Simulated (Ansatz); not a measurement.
# MoS2: how well frozen cores do

Does the method matter for MoS2? The same cell, functional and mesh are run with full-potential LAPW, frozen-core PAW and all-electron PAW on datasets made for the crystal. The cell is first relaxed from a guess with PAW; it needn't be the stable phase of this composition.

Program: Ansatz 0.2.0. Level of theory: DFT PBE, scalar-relativistic. These are calculated values, not measurements.

### 1 The starting structure

The structure is trigonal, space group P-3m1 (No. 164). The conventional cell has a = 3.364 Å, b = 3.364 Å, c = 5.383 Å, α = 90.00°, β = 90.00°, γ = 120.00°. Mo (site symmetry -3m) has 6 S at 2.36 Å as nearest neighbours. S (site symmetry 3m) has 3 Mo at 2.36 Å as nearest neighbours.

Coordinates:

```
Mo S
1.0
     3.36449    0.00000    0.00000
    -1.68224    2.91373    0.00000
     0.00000    0.00000    5.38318
Mo S
1 2
Cartesian
  0.0000 0.0000 0.0000
  0.0000 1.9425 1.3458
  1.6822 0.9712 4.0374
```

Atoms are numbered in the order of the input: Mo1, S2, S3.

### 2 Relaxing the guess with PAW

input.yaml

```yaml
crystal:
  lattice:
    - [3.3644899017, 0.0, 0.0]
    - [-1.6822449509, 2.9137337257, 0.0]
    - [0.0, 0.0, 5.3831838427]
  atoms:
    - { symbol: Mo, position: [0.0, 0.0, 0.0] }
    - { symbol: S, position: [0.3333333333, 0.6666666667, 0.25] }
    - { symbol: S, position: [0.6666666667, 0.3333333333, 0.75] }
kpoints:
  mp_grid: { grid: [11, 11, 6] }
scf:
  occupations: { method: fermi_dirac, width: 0.03 }
hamiltonian:
  xc: pbe
  pseudopotentials: { kind: paw }
output:
  forces: true
  stress: true
relax:
  f_tol: 0.005
  max_steps: 80
  cell: {}
```

Started as:

```bash
> ansatz run input.yaml --threads 1 --pin off --max-ram 3072MiB --backend cpu --events-out ev --progress --plain --runs-dir out
```

The runs that follow: Full-potential LAPW; Frozen-core PAW; All-electron PAW on datasets made for the crystal.

**Question.** What will these runs give? Wanted: pressure; gap; Bader charges; highest ELF.

**Answer**, as computed:

| quantity | value |
| --- | --- |
| pressure | LAPW 0.02, PAW 0.01, crystal datasets 0.02 GPa |
| gap (LAPW) | none |
| Bader charges (PAW) | Mo1 +1.30, S2 -0.65 e |
| highest ELF (PAW) | 0.94, 0.98 Å from S |

In words: The pressure is within half a GPa of zero, so the volume is close to equilibrium at this level. Bands reach the Fermi level, so no gap opens at this level of theory, which can close a small real gap. Within 0.3 eV of the Fermi level the largest projected share is S 3p (51 %). The projection holds only the free atom's occupied shells (Mo 5s, Mo 4d, S 3s, S 3p in this range). The field gradient at Mo1, the largest by crystal datasets, is -9.91 by PAW and -9.99 by crystal datasets (10²¹ V/m²), within 5 %. No spin–orbit coupling: at heavy atoms the gradients can be off by tens of per cent for that reason. PAW lies -0.02 GPa from LAPW in pressure.
